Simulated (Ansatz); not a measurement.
# One relaxed cell of GeSe at several levels

A database entry relaxed whole under r2SCAN at zero pressure (Pnma, No. 62):

```xyz
8
Lattice="11.1939 0.0000 0.0000 0.0000 3.7870 0.0000 0.0000 0.0000 4.6731" Properties=species:S:1:pos:R:3 pbc="T T T"
Ge    1.4357    2.8402    4.1090
Ge    7.0326    2.8402    2.9006
Ge    4.1613    0.9467    1.7725
Ge    9.7583    0.9467    0.5641
Se    9.5122    2.8402    2.2673
Se    3.9153    2.8402    0.0692
Se    7.2787    0.9467    4.6039
Se    1.6817    0.9467    2.4058
```

Its volume is 24.76 Å³ an atom, +9.7 % against the entry's 22.57, which is old or was flagged in a check.

Single points on this cell with plane-wave PAW DFT (Ansatz 0.2.0; r2SCAN 500 eV, hybrids 420 eV; fermi-dirac occupations of width 0.020 eV; no moments): r2SCAN on a 4×8×6 Γ-centred mesh; HSE06 on a 2×6×6 Γ-centred mesh.

Task: How do gap, pressure and charges move from level to level?

Result: The runs give:

```json
{"level": "r2SCAN", "gap (eV), or kind": "1.12", "pressure (GPa)": "0.0", "Bader charge of Ge (e)": "+0.68", "Bader charge of Se (e)": "-0.68"}
{"level": "HSE06", "gap (eV), or kind": "1.44", "pressure (GPa)": "-0.3", "Bader charge of Ge (e)": "+0.73", "Bader charge of Se (e)": "-0.73"}
```

Under r2SCAN the gap is 1.12 eV, over mesh and band path. HSE06 moves it by +0.32 eV. The charge on Ge goes from +0.68 to +0.73 e under HSE06.

Caveats: the relaxation kept the start's symmetry; HSE06 is read on its mesh and at the zone's corners, PBE0 on its mesh alone; hybrid pressures are good to a few tenths of a GPa; no spin-orbit coupling, which narrows gaps of heavier elements; no dispersion correction, so weakly bound layers or chains stand too far apart and gaps read wide; pressure is positive in compression.
